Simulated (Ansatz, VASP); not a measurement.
**Li in VASP and in Ansatz**

File INCAR:

```
SYSTEM = Li
PREC = Accurate
ENCUT = 600
EDIFF = 1E-6
ISMEAR = -1
SIGMA = 0.05
LREAL = .FALSE.
LASPH = .TRUE.
NELM = 60
ALGO = Normal
ISIF = 3
LWAVE = .FALSE.
LCHARG = .FALSE.
GGA = RP
IVDW = 13
IBRION = 2
NSW = 60
EDIFFG = -0.01
```

File KPOINTS:

```
regular mesh
0
G
  11 11 11
  0 0 0
```

File POSCAR:

```
Li
1.0
   -1.7546500000      1.7546500000      1.7546500000
    1.7546500000     -1.7546500000      1.7546500000
    1.7546500000      1.7546500000     -1.7546500000
Li
1
Direct
    0.0000000000      0.0000000000      0.0000000000
```

The input input.yaml:

```yaml
crystal:
  lattice:
    - [-1.75465, 1.75465, 1.75465]
    - [1.75465, -1.75465, 1.75465]
    - [1.75465, 1.75465, -1.75465]
  atoms:
    - { symbol: Li, position: [0.0, 0.0, 0.0] }
hamiltonian:
  xc: rpbe
  pseudopotentials: { kind: paw }
  dispersion: d4
kpoints:
  mp_grid: { grid: [11, 11, 11] }
scf:
  occupations: { method: fermi_dirac, width: 0.05 }
output:
  forces: true
  stress: true
  write_density: true
  write_potential: true
  elf: true
  volumetric_format: npy
relax:
  f_tol: 0.01
  max_steps: 40
  cell: { stress_tol: 0.05 }
```

Alike in both runs: task relaxation of cell and atoms; functional RPBE; dispersion D4; k mesh 11 × 11 × 11; occupations fermi-dirac, width 0.05 eV; no spin polarisation.

|  | VASP | Ansatz |
| --- | --- | --- |
| version | VASP 6.6.1 | Ansatz 0.2.0 |
| potentials or method | VASP PAW PBE potentials, release 64 (Li_sv) | Ansatz PAW |
| plane-wave cutoff (eV) | 600 | 420 |
| valence electrons in the cell | 3 | 3 |

Ansatz gave:

- gap on the k mesh at the Fermi level, each at its own relaxed structure (eV): none
- relaxed volume (Å³/atom): 20.58
- relaxed cell length with the largest relative difference (Å): 2.990
- energy change over the relaxation (meV/atom): -2

Task: Which values does VASP return?

Result: gap on the k mesh at the Fermi level, each at its own relaxed structure (eV): none; relaxed volume (Å³/atom): 20.36; relaxed cell length with the largest relative difference (Å): 2.980; energy change over the relaxation (meV/atom): -3.

A gap of «none» marks a metal or a gap that the smearing closes.

Caveats: pairwise dispersion overbinds metals, which lowers pressure and volume; the cutoff is under 1.25 times the usual one of these potentials, so pressure, stress and relaxed cells hold a basis-set (Pulay) error (VASP); the PAW data sets were made with another functional, which shifts forces and pressure a little (VASP); the potentials were made for another functional, which shifts forces and pressure (Ansatz); the plane-wave basis is chosen anew once the cell has moved, so the energies of steps on either side of that aren't comparable (Ansatz).
